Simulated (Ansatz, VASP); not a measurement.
**Cross-check of Al4Ga3N3O6 (amorphous Al2O3 against GaN(10-10), 8.8 A) between VASP and Ansatz**

Aim: how closely do two programs agree when they are given the same cell, functional and k mesh? The structure shown is the start of the Ansatz relaxation below; VASP solves that cell, so the two are compared at the walk's first step.

Program: Ansatz 0.2.0. Level of theory: plane waves, with VASP 6.6.1 beside it; single point at PBE. Results are calculated unless marked as measured.

## Step 1: Set-up

The cell holds 128 atoms: 24 Ga, 24 N, 32 Al and 48 O. Cell: a = 10.460 Å, b = 9.630 Å, c = 14.273 Å, α = 90.0°, β = 90.0°, γ = 90.0°. It derives from GaN (4 planes of wurtzite GaN(10-10)). A slab of 4 planes of wurtzite GaN(10-10) (starting lattice constant a = 3.21 A, c = 5.23 A), 10.46 x 9.63 A in plane. 80 atoms (32 Al, 48 O) packed at random between the slab and its periodic image at 3.05 g/cm^3 (a layer of 8.8 A) and pushed apart as soft spheres. Langevin MD at fixed cell with the MACE-MP-0b2 small potential (Batatia et al., arXiv:2401.00096), steps of 1.5 fs: 0.63 ps at 3000 K with the crystal held, 3000 to 1000 K in 1.8 ps with the crystal held, 1000 to 300 K in 0.9 ps with its inner planes held; soft walls kept the melt out of the crystal while it was held. Then all atoms and the cell's height relaxed. The structure's axis is c.

## Step 2: Ansatz: relaxation, PBE

Ansatz runs on its default PAW (the set named soft_2) files.

The two programs are compared at the cell with which this relaxation starts, whose forces are those of its first step.

input.yaml

```yaml
crystal:
  lattice:
    - [10.46, 0.0, 0.0]
    - [0.0, 9.63, 0.0]
    - [0.0, 0.0, 14.27289]
  atoms:
    - { symbol: Ga, position: [0.99792, 0.98714, 0.30061] }
    - { symbol: "N", position: [0.05877, 0.98782, 0.03783] }
    - { symbol: Ga, position: [0.24805, 0.98179, 0.04962] }
    - { symbol: "N", position: [0.29718, 0.97858, 0.29458] }
    - { symbol: Ga, position: [0.99042, 0.15435, 0.10534] }
    - { symbol: "N", position: [0.04904, 0.15609, 0.2394] }
    - { symbol: Ga, position: [0.23582, 0.15233, 0.24443] }
    - { symbol: "N", position: [0.29962, 0.15165, 0.11218] }
    - { symbol: Ga, position: [0.97866, 0.32057, 0.30127] }
    - { symbol: "N", position: [0.05106, 0.31542, 0.04536] }
    - { symbol: Ga, position: [0.23132, 0.31106, 0.03738] }
    - { symbol: "N", position: [0.29165, 0.30857, 0.32358] }
    - { symbol: Ga, position: [0.98484, 0.47471, 0.10736] }
    - { symbol: "N", position: [0.04985, 0.47964, 0.23861] }
    - { symbol: Ga, position: [0.23639, 0.46981, 0.24472] }
    - { symbol: "N", position: [0.29775, 0.47065, 0.11208] }
    - { symbol: Ga, position: [0.98566, 0.65041, 0.28985] }
    - { symbol: "N", position: [0.04885, 0.64335, 0.04997] }
    - { symbol: Ga, position: [0.23951, 0.63989, 0.05598] }
    - { symbol: "N", position: [0.29388, 0.6448, 0.29829] }
    - { symbol: Ga, position: [0.98818, 0.81751, 0.10228] }
    - { symbol: "N", position: [0.04986, 0.82036, 0.2322] }
    - { symbol: Ga, position: [0.23461, 0.81232, 0.23646] }
    - { symbol: "N", position: [0.29955, 0.81115, 0.11018] }
    - { symbol: Ga, position: [0.48421, 0.97489, 0.30089] }
    - { symbol: "N", position: [0.54934, 0.98319, 0.05312] }
    - { symbol: Ga, position: [0.73106, 0.97823, 0.05542] }
    - { symbol: "N", position: [0.81192, 0.98023, 0.30527] }
    - { symbol: Ga, position: [0.48621, 0.15156, 0.11571] }
    - { symbol: "N", position: [0.54926, 0.14787, 0.24932] }
    - { symbol: Ga, position: [0.74095, 0.1446, 0.24451] }
    - { symbol: "N", position: [0.79869, 0.14725, 0.1068] }
    - { symbol: Ga, position: [0.476, 0.31038, 0.31693] }
    - { symbol: "N", position: [0.54572, 0.31584, 0.04739] }
    - { symbol: Ga, position: [0.73209, 0.31473, 0.04592] }
    - { symbol: "N", position: [0.79451, 0.31081, 0.30435] }
    - { symbol: Ga, position: [0.48532, 0.48044, 0.11496] }
    - { symbol: "N", position: [0.54268, 0.47254, 0.24942] }
    - { symbol: Ga, position: [0.73196, 0.47575, 0.24166] }
    - { symbol: "N", position: [0.79511, 0.47742, 0.10771] }
    - { symbol: Ga, position: [0.48412, 0.64755, 0.30129] }
    - { symbol: "N", position: [0.54696, 0.64598, 0.06121] }
    - { symbol: Ga, position: [0.72413, 0.64622, 0.04931] }
    - { symbol: "N", position: [0.8033, 0.64023, 0.29406] }
    - { symbol: Ga, position: [0.48699, 0.81134, 0.1127] }
    - { symbol: "N", position: [0.55316, 0.81183, 0.24233] }
    - { symbol: Ga, position: [0.74206, 0.8123, 0.24509] }
    - { symbol: "N", position: [0.80042, 0.814, 0.10785] }
    - { symbol: Al, position: [0.54664, 0.50273, 0.49301] }
    - { symbol: Al, position: [0.79834, 0.32876, 0.43958] }
    - { symbol: Al, position: [0.75163, 0.1475, 0.61641] }
    - { symbol: Al, position: [0.80975, 0.48698, 0.85739] }
    - { symbol: Al, position: [0.27029, 0.29551, 0.471] }
    - { symbol: Al, position: [0.5147, 0.13337, 0.75044] }
    - { symbol: Al, position: [0.47733, 0.82359, 0.69256] }
    - { symbol: Al, position: [0.80637, 0.47585, 0.62991] }
    - { symbol: Al, position: [0.31463, 0.09479, 0.61527] }
    - { symbol: Al, position: [0.48222, 0.33245, 0.92394] }
    - { symbol: Al, position: [0.88194, 0.78364, 0.62475] }
    - { symbol: Al, position: [0.29153, 0.96253, 0.82232] }
    - { symbol: Al, position: [0.03158, 0.114, 0.73886] }
    - { symbol: Al, position: [0.32888, 0.62116, 0.82177] }
    - { symbol: Al, position: [0.0116, 0.10468, 0.52914] }
    - { symbol: Al, position: [0.28797, 0.95789, 0.42512] }
    - { symbol: Al, position: [0.80073, 0.98093, 0.43877] }
    - { symbol: Al, position: [0.18846, 0.84953, 0.66356] }
    - { symbol: Al, position: [0.05841, 0.82094, 0.48796] }
    - { symbol: Al, position: [0.05435, 0.43386, 0.52064] }
    - { symbol: Al, position: [0.58985, 0.88717, 0.50656] }
    - { symbol: Al, position: [0.80502, 0.80756, 0.85396] }
    - { symbol: Al, position: [0.07309, 0.44919, 0.74634] }
    - { symbol: Al, position: [0.52479, 0.98659, 0.92248] }
    - { symbol: Al, position: [0.0529, 0.65428, 0.92066] }
    - { symbol: Al, position: [0.74797, 0.14697, 0.85178] }
    - { symbol: Al, position: [0.46266, 0.31409, 0.60806] }
    - { symbol: Al, position: [0.80433, 0.6418, 0.4321] }
    - { symbol: Al, position: [0.28402, 0.30226, 0.7775] }
    - { symbol: Al, position: [0.01428, 0.98991, 0.91225] }
    - { symbol: Al, position: [0.5497, 0.49943, 0.74838] }
    - { symbol: Al, position: [0.28697, 0.63344, 0.42941] }
    - { symbol: O, position: [0.54603, 0.4781, 0.61548] }
    - { symbol: O, position: [0.73112, 0.4844, 0.74511] }
    - { symbol: O, position: [0.2503, 0.79041, 0.77444] }
    - { symbol: O, position: [0.68498, 0.04361, 0.52295] }
    - { symbol: O, position: [0.91929, 0.13355, 0.64269] }
    - { symbol: O, position: [0.76352, 0.64552, 0.91287] }
    - { symbol: O, position: [0.55818, 0.1652, 0.88193] }
    - { symbol: O, position: [0.71394, 0.80922, 0.43598] }
    - { symbol: O, position: [0.49239, 0.49994, 0.87222] }
    - { symbol: O, position: [0.46799, 0.32721, 0.74452] }
    - { symbol: O, position: [0.81691, 0.63447, 0.56738] }
    - { symbol: O, position: [0.22857, 0.7928, 0.47187] }
    - { symbol: O, position: [0.96486, 0.81238, 0.90043] }
    - { symbol: O, position: [0.22737, 0.64262, 0.92264] }
    - { symbol: O, position: [0.76942, 0.32234, 0.90926] }
    - { symbol: O, position: [0.49399, 0.13257, 0.6236] }
    - { symbol: O, position: [0.75673, 0.32195, 0.56908] }
    - { symbol: O, position: [0.06052, 0.75603, 0.61474] }
    - { symbol: O, position: [0.09917, 0.26021, 0.50151] }
    - { symbol: O, position: [0.08693, 0.98826, 0.4267] }
    - { symbol: O, position: [0.91229, 0.09848, 0.84201] }
    - { symbol: O, position: [0.87926, 0.15459, 0.4479] }
    - { symbol: O, position: [0.46413, 0.92102, 0.42727] }
    - { symbol: O, position: [0.34601, 0.90243, 0.62927] }
    - { symbol: O, position: [0.97779, 0.70208, 0.41791] }
    - { symbol: O, position: [0.93282, 0.44576, 0.43581] }
    - { symbol: O, position: [0.29448, 0.29239, 0.61408] }
    - { symbol: O, position: [0.23761, 0.49074, 0.76165] }
    - { symbol: O, position: [0.46073, 0.65961, 0.74453] }
    - { symbol: O, position: [0.31305, 0.29897, 0.91262] }
    - { symbol: O, position: [0.1365, 0.03098, 0.63553] }
    - { symbol: O, position: [0.45736, 0.3434, 0.47268] }
    - { symbol: O, position: [0.69181, 0.49062, 0.43559] }
    - { symbol: O, position: [0.71476, 0.95578, 0.907] }
    - { symbol: O, position: [0.33057, 0.11869, 0.75718] }
    - { symbol: O, position: [0.98503, 0.45841, 0.63923] }
    - { symbol: O, position: [0.82483, 0.81019, 0.7352] }
    - { symbol: O, position: [0.91242, 0.91328, 0.53258] }
    - { symbol: O, position: [0.10843, 0.27398, 0.76452] }
    - { symbol: O, position: [0.98038, 0.526, 0.84039] }
    - { symbol: O, position: [0.12675, 0.0082, 0.82278] }
    - { symbol: O, position: [0.49444, 0.93923, 0.79421] }
    - { symbol: O, position: [0.59401, 0.804, 0.61162] }
    - { symbol: O, position: [0.34963, 0.96308, 0.93784] }
    - { symbol: O, position: [0.30249, 0.1109, 0.48834] }
    - { symbol: O, position: [0.2092, 0.49115, 0.48217] }
    - { symbol: O, position: [0.69001, 0.14585, 0.73392] }
    - { symbol: O, position: [0.45771, 0.63231, 0.43941] }
kpoints:
  mp_grid: { grid: [1, 1, 1] }
hamiltonian:
  xc: pbe
scf:
  occupations: { method: fermi_dirac, width: 0.025 }
output:
  forces: true
relax:
  f_tol: 0.08
  max_steps: 90
  cell: { fix: [a, b, alpha, beta, gamma] }
```

Started as:

```console
$ ansatz run input.yaml --threads 4 --pin off --max-ram 8192MiB --backend cpu --events-out ev --progress --plain --runs-dir out
```

Numbers of over 12 decimals in the logs are rounded to 6 here.

Output:

```text
Engine: ansatz 0.2.0, aarch64-unknown-linux-gnu
Pseudopotentials: kind: paw
Pseudopotential: Ga, paw, valence charge 13, recommended cutoff 420 eV (normal), Ga.paw.azcp
Pseudopotential: N, paw, valence charge 5, recommended cutoff 420 eV (normal), N.paw.azcp
Pseudopotential: Al, paw, valence charge 3, recommended cutoff 420 eV (normal), Al.paw.azcp
Pseudopotential: O, paw, valence charge 6, recommended cutoff 420 eV (normal), O.paw.azcp
Functional definition: PBE
  parameter kappa = 0.804
  parameter beta = 0.066725
  exchange = pbe_x(kappa = kappa, mu = beta*pi^2/3)
  correlation = pbe_c(beta = beta)
Crystal: 128 atoms, lattice volume = 1437.705 Å³
Basis set: ecut = 420 eV, 28121 PW (Γ), exchange–correlation on 144×144×192 points (8 copies of the dense FFT grid, shifted against one another)
Bands: 536, of which v1, the nominal top of the filled ones, is band 408 counted from 1 (407 counted from 0)
Symmetry: 1 space group operations
Space group: P1 (ITA 1), of the structure as read, at distance tolerance 1.1e-4 Å
k-points: 1
Non-local potential: Ga, projectors of the file, l = 0: 2, l = 1: 2, l = 2: 3, l = 3: 1
Non-local potential: N, projectors of the file, l = 0: 2, l = 1: 2, l = 2: 1
Non-local potential: Al, projectors of the file, l = 0: 2, l = 1: 2, l = 2: 1
Non-local potential: O, projectors of the file, l = 0: 2, l = 1: 2, l = 2: 1
PAW form: soft (Blöchl's): semilocal exchange-correlation on the pseudo side does not see the compensation charge
PAW one-centre angular grid: Ga, 590 points (default); XC on 64 Gauss nodes
PAW one-centre angular grid: N, 110 points (default); XC on 64 Gauss nodes
PAW one-centre angular grid: Al, 110 points (default); XC on 64 Gauss nodes
PAW one-centre angular grid: O, 110 points (default); XC on 64 Gauss nodes
Initial density: superposition of atomic densities (neutral atoms: chi_scale 0, normalization atom), corrected by the library's trained network
Initial wavefunctions: pseudopotential atomic-orbital guess
Functional: x = pbe(κ = 0.804, μ = 0.219515), c = pbe(β = 0.066725)
SCF iter   1: F=—  HF=-144565.676617 eV  |F-HF|=—  |Δ(HF+E_count)|=         —  Δρ=3.06e-3  dr2=1.27e-1  ethr=1.77e-3  ⟨swp⟩=6.0  Hψ=2320  notcnv=0  defer=34
preconditioner: auto → Resta (q_TF=auto, 2.483 Å⁻¹)  ε∞=4.0  [insulator: Δε(μ)=1.611 eV  Ē_g=16.115 eV  σ=0.025 eV  W_gap=1.00  n_scr=364 (ndim 8)  ℏωp=28.0 eV  f_vac=0.037  D(μ)=0.00/eV (n_scr^D=0)  ε∞_Penn≈4.0]
SCF iter   2: F=—  HF=-144565.670498 eV  |F-HF|=—  |Δ(HF+E_count)|=   6.12e-3  Δρ=1.61e-3  dr2=2.71e-2  ethr=1.56e-5  ⟨swp⟩=2.0  Hψ=1030  notcnv=0  defer=123
SCF iter   3: F=—  HF=-144565.674034 eV  |F-HF|=—  |Δ(HF+E_count)|=   3.54e-3  Δρ=6.39e-4  dr2=7.98e-3  ethr=3.32e-6  ⟨swp⟩=2.0  Hψ=779  notcnv=0  defer=123
SCF iter   4: F=—  HF=-144565.674776 eV  |F-HF|=—  |Δ(HF+E_count)|=   7.42e-4  Δρ=1.89e-4  dr2=6.03e-4  ethr=9.78e-7  ⟨swp⟩=2.0  Hψ=775  notcnv=0  defer=123
SCF iter   5: F=—  HF=-144565.674990 eV  |F-HF|=—  |Δ(HF+E_count)|=   2.13e-4  Δρ=1.15e-4  dr2=1.92e-4  ethr=7.39e-8  ⟨swp⟩=2.0  Hψ=785  notcnv=0  defer=123
SCF iter   6: F=—  HF=-144565.675041 eV  |F-HF|=—  |Δ(HF+E_count)|=   5.14e-5  Δρ=2.95e-5  dr2=1.57e-5  ethr=2.36e-8  ⟨swp⟩=2.0  Hψ=785  notcnv=0  defer=123
SCF iter   7: F=—  HF=-144565.677662 eV  |F-HF|=—  |Δ(HF+E_count)|=   2.62e-3  Δρ=2.01e-5  dr2=5.94e-6  ethr=1.92e-9  ⟨swp⟩=2.0  Hψ=821  notcnv=0  defer=123
SCF iter   8: F=—  HF=-144565.677664 eV  |F-HF|=—  |Δ(HF+E_count)|=   2.03e-6  Δρ=6.92e-6  dr2=7.51e-7  ethr=7.28e-10  ⟨swp⟩=2.0  Hψ=776  notcnv=0  defer=123
SCF iter   9: F=—  HF=-144565.677665 eV  |F-HF|=—  |Δ(HF+E_count)|=   6.98e-7  Δρ=3.99e-6  dr2=2.23e-7  ethr=9.21e-11  ⟨swp⟩=2.0  Hψ=818  notcnv=0  defer=123
SCF iter  10: F=-144565.677665 eV  HF=-144565.677665 eV  |F-HF|=8.67e-9  |Δ(HF+E_count)|=   2.34e-8  Δρ=1.46e-6  dr2=3.04e-8  ethr=1.23e-11  ⟨swp⟩=4.0  Hψ=1550  notcnv=0
SCF 1 converged in 10 iterations: F = -144565.677665 eV  dr2 = 3.04e-8
  greatest PAW one-centre occupation: 0.996 electrons in one spin orbital (limit 2), on the Ga atom at site 10 (counted from 0), in its partial waves of l = 2
relax step   1: F+E_penalty+E_count = -144565.67766521 eV  Δ(F+E_penalty+E_count) = +0.000e0 eV  max|allowed force component| = 5.294e-1 eV/Å  Δτ_max = 0.0000 Å  P = +1.908 GPa  Ω = 1437.705 Å³  fix = [a, b, alpha, beta, gamma]  reactions: a +3.211, b +2.723 GPa; alpha -0.594, beta -0.181, gamma -0.257 GPa/rad  (10 SCF iters, dr2 threshold 1.00e-7 eV, accepted)
Crystal: 128 atoms, lattice volume = 1435.834 Å³
Basis set: ecut = 420 eV, 28073 PW (Γ), exchange–correlation on 144×144×192 points (8 copies of the dense FFT grid, shifted against one another)
Initial density: handed on by an earlier stage of this run
Initial wavefunctions: those handed on with the density
iter 1 solved again at ethr=1.54e-5 eV; its pass at ethr=3.10e-3 eV (dr2=1.26e-1 eV) is discarded
[...]
- { symbol: N, position: [0.049635, 0.823150, 0.233116] }
    - { symbol: Ga, position: [0.234139, 0.812793, 0.235807] }
    - { symbol: N, position: [0.299026, 0.810607, 0.107960] }
    - { symbol: Ga, position: [0.483289, 0.973673, 0.301828] }
    - { symbol: N, position: [0.549007, 0.981739, 0.055215] }
    - { symbol: Ga, position: [0.730541, 0.976870, 0.058339] }
    - { symbol: N, position: [0.808347, 0.978564, 0.307596] }
    - { symbol: Ga, position: [0.485762, 0.150365, 0.116815] }
    - { symbol: N, position: [0.550216, 0.146761, 0.252251] }
    - { symbol: Ga, position: [0.740692, 0.143381, 0.245282] }
    - { symbol: N, position: [0.802769, 0.144343, 0.108440] }
    - { symbol: Ga, position: [0.474337, 0.311645, 0.312349] }
    - { symbol: N, position: [0.548346, 0.313551, 0.051020] }
    - { symbol: Ga, position: [0.735679, 0.310754, 0.047917] }
    - { symbol: N, position: [0.791992, 0.310840, 0.303830] }
    - { symbol: Ga, position: [0.486121, 0.482433, 0.112983] }
    - { symbol: N, position: [0.542829, 0.473977, 0.249421] }
    - { symbol: Ga, position: [0.730999, 0.476851, 0.240876] }
    - { symbol: N, position: [0.797570, 0.476469, 0.106734] }
    - { symbol: Ga, position: [0.480638, 0.647870, 0.299482] }
    - { symbol: N, position: [0.546545, 0.645542, 0.056003] }
    - { symbol: Ga, position: [0.725134, 0.645960, 0.050641] }
    - { symbol: N, position: [0.801817, 0.640787, 0.294069] }
    - { symbol: Ga, position: [0.486533, 0.808129, 0.111423] }
    - { symbol: N, position: [0.551894, 0.811854, 0.242801] }
    - { symbol: Ga, position: [0.739521, 0.811754, 0.246188] }
    - { symbol: N, position: [0.800958, 0.812978, 0.108503] }
    - { symbol: Al, position: [0.547158, 0.506309, 0.493094] }
    - { symbol: Al, position: [0.796602, 0.327143, 0.440292] }
    - { symbol: Al, position: [0.753098, 0.146933, 0.617490] }
    - { symbol: Al, position: [0.770657, 0.479572, 0.861598] }
    - { symbol: Al, position: [0.271959, 0.296807, 0.468901] }
    - { symbol: Al, position: [0.515897, 0.138718, 0.750973] }
    - { symbol: Al, position: [0.473682, 0.814564, 0.699014] }
    - { symbol: Al, position: [0.810854, 0.474788, 0.626283] }
    - { symbol: Al, position: [0.318078, 0.100461, 0.615708] }
    - { symbol: Al, position: [0.499275, 0.329369, 0.923880] }
    - { symbol: Al, position: [0.883735, 0.782441, 0.625566] }
    - { symbol: Al, position: [0.294134, 0.970029, 0.819953] }
    - { symbol: Al, position: [0.033241, 0.113303, 0.739599] }
    - { symbol: Al, position: [0.295820, 0.638046, 0.809075] }
    - { symbol: Al, position: [0.012032, 0.104508, 0.528937] }
    - { symbol: Al, position: [0.287576, 0.960180, 0.425951] }
    - { symbol: Al, position: [0.795332, 0.978184, 0.443121] }
    - { symbol: Al, position: [0.192425, 0.854892, 0.651518] }
    - { symbol: Al, position: [0.055424, 0.819928, 0.486613] }
    - { symbol: Al, position: [0.057345, 0.429708, 0.520245] }
    - { symbol: Al, position: [0.584374, 0.877587, 0.512160] }
    - { symbol: Al, position: [0.807442, 0.808126, 0.853155] }
    - { symbol: Al, position: [0.060202, 0.444841, 0.749251] }
    - { symbol: Al, position: [0.523231, 0.983425, 0.923435] }
    - { symbol: Al, position: [0.036802, 0.644947, 0.920560] }
    - { symbol: Al, position: [0.751578, 0.140834, 0.852693] }
    - { symbol: Al, position: [0.459225, 0.321404, 0.608296] }
    - { symbol: Al, position: [0.803122, 0.644450, 0.432359] }
    - { symbol: Al, position: [0.283437, 0.310554, 0.775888] }
    - { symbol: Al, position: [0.017392, 0.986762, 0.911540] }
    - { symbol: Al, position: [0.557933, 0.499129, 0.747239] }
    - { symbol: Al, position: [0.286866, 0.635619, 0.430072] }
    - { symbol: O, position: [0.539032, 0.485600, 0.615901] }
    - { symbol: O, position: [0.736499, 0.489385, 0.737167] }
    - { symbol: O, position: [0.246877, 0.802275, 0.765673] }
    - { symbol: O, position: [0.681947, 0.031991, 0.532411] }
    - { symbol: O, position: [0.921920, 0.134851, 0.642821] }
    - { symbol: O, position: [0.771017, 0.650535, 0.916593] }
    - { symbol: O, position: [0.557670, 0.160106, 0.881348] }
    - { symbol: O, position: [0.710260, 0.806229, 0.439820] }
    - { symbol: O, position: [0.589624, 0.465354, 0.872803] }
    - { symbol: O, position: [0.461639, 0.338183, 0.747666] }
    - { symbol: O, position: [0.821454, 0.634402, 0.565848] }
    - { symbol: O, position: [0.228760, 0.794581, 0.476678] }
    - { symbol: O, position: [0.969504, 0.811980, 0.894561] }
    - { symbol: O, position: [0.214548, 0.643257, 0.917360] }
    - { symbol: O, position: [0.783688, 0.305232, 0.914518] }
    - { symbol: O, position: [0.495648, 0.142928, 0.624975] }
    - { symbol: O, position: [0.752431, 0.321248, 0.569230] }
    - { symbol: O, position: [0.061093, 0.756348, 0.613750] }
    - { symbol: O, position: [0.101886, 0.256919, 0.498955] }
    - { symbol: O, position: [0.084985, 0.987011, 0.426242] }
    - { symbol: O, position: [0.913095, 0.087541, 0.838626] }
    - { symbol: O, position: [0.872180, 0.151863, 0.453640] }
    - { symbol: O, position: [0.463790, 0.923469, 0.430295] }
    - { symbol: O, position: [0.353283, 0.907336, 0.628330] }
[...]
- { symbol: O, position: [0.131987, 0.015501, 0.826004] }
    - { symbol: O, position: [0.491747, 0.938521, 0.794511] }
    - { symbol: O, position: [0.582407, 0.781881, 0.613703] }
    - { symbol: O, position: [0.347689, 0.966417, 0.936624] }
    - { symbol: O, position: [0.305887, 0.113030, 0.488524] }
    - { symbol: O, position: [0.210198, 0.491706, 0.481509] }
    - { symbol: O, position: [0.690903, 0.147646, 0.735365] }
    - { symbol: O, position: [0.458079, 0.634896, 0.438064] }
```

The column dr2 measures how far the density is from self-consistency, as an energy; F and HF (Harris–Foulkes) agree once it is small.

(Continued in part 2 of 2.)

[Lines on the potential files, build, host, timing and source positions are cut from VASP's logs without a mark.]

[Logs are printed without paths, hosts, clocks, repeated set-up lines and the standing remarks that a program may print on its own settings, such as how far it seeks lower states.]

[Hosts, paths, dates, database ids (printed as entryN), source tags and the programs' standing remarks are cut or masked in the printed files.]
